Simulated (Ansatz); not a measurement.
# Te2Mo: the cost of one run

Computed with Ansatz 0.2.0 (DFT PBE, scalar-relativistic, plane waves, PAW, unless a step's input says otherwise).

1 further run of the same task is left out (it didn't finish).

**1. Starting point**

It takes space group P-6m2 (No. 187, hexagonal). The conventional cell has a = 3.556 Å, b = 3.556 Å, c = 32.153 Å, α = 90.00°, β = 90.00°, γ = 120.00°. Around Te (site symmetry 3m) lie 3 Mo at 2.74 Å. Mo (site symmetry 3m) is surrounded by 6 Te at 2.74 Å. Around Mo (site symmetry -6m2) lie 6 Te at 2.74 Å.

Structure file:

```
Te Mo
1.0
     3.55615    0.00000    0.00000
    -1.77808    3.07972    0.00000
     0.00000    0.00000   32.15288
Te Mo
6 3
Direct
  0.00000 0.00000 0.94376
  0.33333 0.66667 0.70550
  0.33333 0.66667 0.18205
  0.33333 0.66667 0.81795
  0.33333 0.66667 0.29450
  0.00000 0.00000 0.05624
  0.00000 0.00000 0.76171
  0.00000 0.00000 0.23829
  0.33333 0.66667 0.00000
```

It goes back to an entry of the Materials Project, which need not be the stable form.

It is the result of an earlier relaxation at this level (volume 39.13 Å³/atom; gap on the mesh: 1.05 eV).

**2. What is varied**

The energy is mapped over two normal modes frozen in (zone-centre modes of the cell shown).

The axes are (1) amplitude of mode 10 (114 cm⁻¹), largest displacement: 7 values from −0.334 Å; (2) amplitude of mode 15 (114 cm⁻¹), largest displacement: 7 values from −0.334 Å.

Nothing else is relaxed (the cell and all other modes fixed). Energies count from the relaxed high-symmetry cell. Points are written as (first, second).

The modes come from a phonon run on the reference cell, made beforehand.

The patterns, per unit of each coordinate (Å):

```csv
atom,x1,y1,z1,x2,y2,z2
Te1,0.005,0.000,0.000,0.000,0.017,0.000
Te2,0.995,0.000,0.000,0.000,0.000,0.000
Te3,0.000,0.000,0.000,0.000,1.000,0.000
Te4,-1.000,0.000,0.000,0.000,0.000,0.000
Te5,0.000,0.000,0.000,0.000,-0.995,0.000
Te6,-0.001,0.000,0.000,0.000,-0.021,0.000
Mo7,0.001,0.000,0.000,0.000,0.000,0.000
Mo8,0.000,0.000,0.000,0.000,-0.001,0.000
Mo9,0.001,0.000,0.000,0.000,-0.001,0.000
```

**3. Point (−0.223 Å, −0.334 Å)**

Contents of input.yaml:

```yaml
crystal:
  lattice:
    - [3.556151616, 0.0, 0.0]
    - [-1.778075808, 3.0797176391, 0.0]
    - [0.0, 0.0, 32.152875949]
  atoms:
    - { symbol: Te, position: [-0.0012178195, -0.0018663119, 0.9437597132] }
    - { symbol: Te, position: [0.2710443723, 0.6666747549, 0.7054970517] }
    - { symbol: Te, position: [0.2791077718, 0.5582151659, 0.182047014] }
    - { symbol: Te, position: [0.3959558395, 0.6666639258, 0.817952986] }
    - { symbol: Te, position: [0.3872697487, 0.7745393678, 0.2945029483] }
    - { symbol: Te, position: [0.0011895734, 0.0022311371, 0.0562402868] }
    - { symbol: Mo, position: [-8.45547e-05, 1.7732e-06, 0.7617063089] }
    - { symbol: Mo, position: [7.31222e-05, 0.0001458879, 0.2382936911] }
    - { symbol: Mo, position: [0.333323285, 0.6667964502, 0.0] }
basis:
  ecutwfc: 420
kpoints:
  mp_grid: { grid: [9, 9, 1] }
hamiltonian:
  xc: pbe
  pseudopotentials: { kind: paw, azcp: { folder: soft_1 } }
scf:
  occupations: { method: gaussian, width: 0.05 }
output:
  forces: true
  stress: true
  eigenvalues: true
  write_density: true
  write_potential: true
  elf: true
  volumetric_format: npy
```

Run with:

```console
$ ansatz run input.yaml --threads 4 --pin off --max-ram 8192MiB --backend cpu --events-out ev --progress --plain --runs-dir out
```

Q: Estimate wall time and peak memory on 4 threads of Arm Neoverse N1, shared host.

About 87 s, with a peak of 1.3 GiB.
